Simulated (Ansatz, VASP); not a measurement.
SiC in VASP and in Ansatz

```xyz
8
Lattice="3.0780 0.0000 0.0000 -1.5390 2.6657 0.0000 0.0000 0.0000 10.0757" Properties=species:S:1:pos:R:3 pbc="T T T"
Si    1.5390    0.8886    9.4493
Si    0.0000    1.7771    4.4114
Si    0.0000    0.0000    6.9311
Si    0.0000    0.0000    1.8932
C     1.5390    0.8886    7.5549
C     0.0000    1.7771    2.5171
C     0.0000    0.0000    5.0424
C     0.0000    0.0000    0.0046
```

Alike in both runs: functional PBEsol; k mesh 12 × 12 × 4; occupations gaussian, width 0.02 eV; no spin polarisation.

Ansatz relaxed the structure, and its values are those at the end. VASP's run is a single point on that final structure, the one shown.

```csv
,VASP,Ansatz
version,VASP 6.6.1,Ansatz 0.2.0
potentials or method,"VASP PAW PBE potentials, release 64 (Si, C)","scalar-relativistic, plane waves, PAW"
plane-wave cutoff (eV),520,420
valence electrons in the cell,32,32
```

```csv
,VASP,Ansatz,Ansatz less VASP
gap on the k mesh at the Fermi level (eV),2.11,2.12,+0.008
least direct gap on the mesh (eV),3.23,3.24,+0.009
pressure (GPa),0.4,0.0,-0.35
```

Caveats: the PAW data sets were made with another functional, which shifts forces and pressure a little (VASP). A k mesh can miss the band edges. A hybrid or GW would open this gap; PBEsol tends to underestimate it.
